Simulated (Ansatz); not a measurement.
# EuS under changes of volume

One of the cells (26.424 Å³/atom); the others are scaled copies at fixed shape and fractional positions:

```
Eu S
1.0
     0.00000    2.97850    2.97850
     2.97850    0.00000    2.97850
     2.97850    2.97850    0.00000
Eu S
1 1
Cartesian
  0.0000 0.0000 0.0000
  2.9785 2.9785 2.9785
```

| Property | Result |
| --- | --- |
| Program | Ansatz 0.2.0 |
| Functional | LDA |
| Potentials or basis | Ansatz PAW |
| Cutoff | 420 eV (not typed: the program's choice for these potentials) |
| k mesh | 8 × 8 × 8 |
| Occupations | fermi-dirac, width 0.05 eV |
| Spin | collinear spin, ferromagnetic start |
| Starting moments | [7.0, 0.0] μB |

```csv
volume (Å³/atom),energy over the lowest point (meV/atom),pressure (GPa),moment (μB per cell)
24.838,0.00,-5.2,6.93
25.367,18.26,-6.0,6.95
25.895,39.20,-6.8,6.96
26.424,62.52,-7.4,6.96
26.952,87.93,-8.0,6.97
27.481,?,?,?
28.009,143.96,-9.0,6.98
```

**Question.** What does the run at 27.481 Å³/atom give?

**Answer.** Energy over the lowest point 115.17 meV/atom; pressure -8.5 GPa; moment 6.97 μB per cell.

Worked out: A Birch-Murnaghan fit of order 3 (a polynomial in V^(-2/3)) to the other rows has no minimum within the range. It gives 115.17 meV/atom at 27.481 Å³/atom, against the run's 115.17, and -dE/dV = -8.5 GPa, against -8.5. A parabola through the other rows of the moment, of slope 0.00712 μB per Å³/atom there, gives 6.98 μB, against the run's 6.97.

Energies are extrapolated to zero smearing.

Caveats: a cell with one magnetic atom can't hold antiferromagnetic order, which such compounds often take; without U or exact exchange the open f shell lies at the Fermi level, which spoils levels, moments and volumes; the PAW data sets come from PBE, with cores solved anew for the run's functional, which leaves a small shift of forces and pressure.
